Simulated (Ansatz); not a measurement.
# AlN: the cost of one run

Program: Ansatz 0.2.0. Level of theory: DFT r²SCAN, scalar-relativistic, plane waves, PAW. These are calculated values, not measurements.

5 further runs of the same task are left out: 1 that didn't finish, 4 set aside as unsound or not needed.

## Step 1: The starting structure

The cell holds 32 atoms (Al15N16Tm): a = 6.213 Å, b = 6.213 Å, c = 9.957 Å, α = 90.00°, β = 90.00°, γ = 120.00°.

The coordinates of this cell stand in the input of its own run.

The host was relaxed before at r²SCAN: a = 3.107 Å, b = 3.107 Å, c = 4.979 Å, α = 90.00°, β = 90.00°, γ = 120.00° (conventional cell), 10.403 Å³/atom.

Places, in fractions of the supercell: Tm in place of Al at (0.167, 0.333, 0.250). Its neighbours start displaced at random by about 0.03 Å.

## Step 2: Band edges of the host over the zone

File input.yaml:

```yaml
crystal:
  lattice:
    - [3.106702636, 0.0, 0.0]
    - [-1.553351318, 2.6904834048, 0.0]
    - [0.0, 0.0, 4.9785469068]
  atoms:
    - { symbol: Al, position: [0.6666666667, 0.3333333333, 0.4992045375] }
    - { symbol: Al, position: [0.3333333333, 0.6666666667, 0.9992045375] }
    - { symbol: "N", position: [0.6666666667, 0.3333333333, 0.8807954625] }
    - { symbol: "N", position: [0.3333333333, 0.6666666667, 0.3807954625] }
basis:
  ecutwfc: 500
  xc_grid: 3
kpoints:
  mp_grid: { grid: [9, 9, 4] }
  band_path: { path: [VBM, CBM], npoints: 2 }
hamiltonian:
  xc: r2scan
scf:
  occupations: { method: gaussian, width: 0.02 }
output:
  forces: true
  stress: true
  eigenvalues: true
```

Started as:

```
ansatz run input.yaml --threads 8 --pin off --max-ram 14336MiB --backend cpu --events-out ev --progress --plain --runs-dir out
```

Q: Estimate wall time and peak memory on 8 threads of Arm Neoverse V2, shared host.

About 1.7 s, with a peak of 0.4 GiB.
